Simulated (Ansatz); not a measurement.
# WSe$_{2}$: an elastic constant from a strain scan

Method: Ansatz 0.2.0, DFT r2SCAN, scalar-relativistic, plane waves, PAW. Settings: plane waves to 500 eV, k-mesh 12×12×2 (Γ-centred), Gaussian smearing 0.05 eV. Spin–orbit coupling is left out, which can shift energies with elements as heavy as these. No spin polarisation. Energies are free energies at this smearing, counted from the undisturbed cell; pressure is positive in compression.

The starting cell (relaxed at this level; this form isn't the usual structure):

```yaml
crystal:
  lattice:
    - [3.31472, 0.00000, 0.00000]
    - [-1.65736, 2.87063, 0.00000]
    - [0.00000, 0.00000, 24.08179]
  atoms:
    - { symbol: W, position: [0.66667, 0.33333, 0.14239] }
    - { symbol: W, position: [0.33333, 0.66667, 0.85761] }
    - { symbol: Se, position: [0.33333, 0.66667, 0.21135] }
    - { symbol: Se, position: [0.66667, 0.33333, 0.92662] }
    - { symbol: Se, position: [0.33333, 0.66667, 0.07338] }
    - { symbol: Se, position: [0.66667, 0.33333, 0.78865] }
```

The cell holds layers and no dispersion correction was added, so their binding is poorly described.

The cell is strained by ε times the Voigt pattern (1, 0, 0, 0, 0, 0) (xx, yy, zz, yz, xz, xy; engineering shear) with fractional coordinates fixed. The cell holds 6 atoms in V0 = 229.15 Å³. The stress column is τ = (1/V0) dE/dε, got from the stress tensor σ (compression positive) at each point as −det(1 + εP) σ : P(1 + εP)⁻¹, with P the pattern as a tensor.

```
      ε  ΔE (meV/atom)  τ (GPa)
-0.0600         64.792   -9.828
-0.0300         14.912   -4.338
 0.0000          0.000   -0.003
 0.0150          3.295    1.810
 0.0450         27.537    4.850
 0.0600              ?        ?
```

**Question.** Which combination of elastic constants does this scan measure, and how large is it?

**Answer.** For small ε, τ = τ0 + Kε with K = pᵀCp, which for this pattern is C11 in the Cartesian frame shown. The parabola through τ at ε = -0.0300, 0 and 0.0150 has slope K = 129 GPa at zero. The energies per cell, E = NΔE, of the same two points give K = 2[E(ε₊)/ε₊ − E(ε₋)/ε₋]/[(ε₊ − ε₋)V0] = 134 GPa, in agreement. These are clamped-ion values.

**Question.** Predict the withheld row at ε = 0.0600 from the harmonic law, and compare.

**Answer.** ΔE = V0(τ0 ε + Kε²/2)/N = 55.196 meV/atom and τ = 7.72 GPa. The calculation gives 47.193 meV/atom and 6.12 GPa: the energy lies 14 % below the harmonic value, as bonds soften when stretched.

Forces appear on the atoms along this scan, and letting them relax would lower the energy and soften the response.

Cost: 6 runs of about 6.1 core-minutes in all, on Intel Xeon 6975P-C (Granite Rapids) (shared hosts).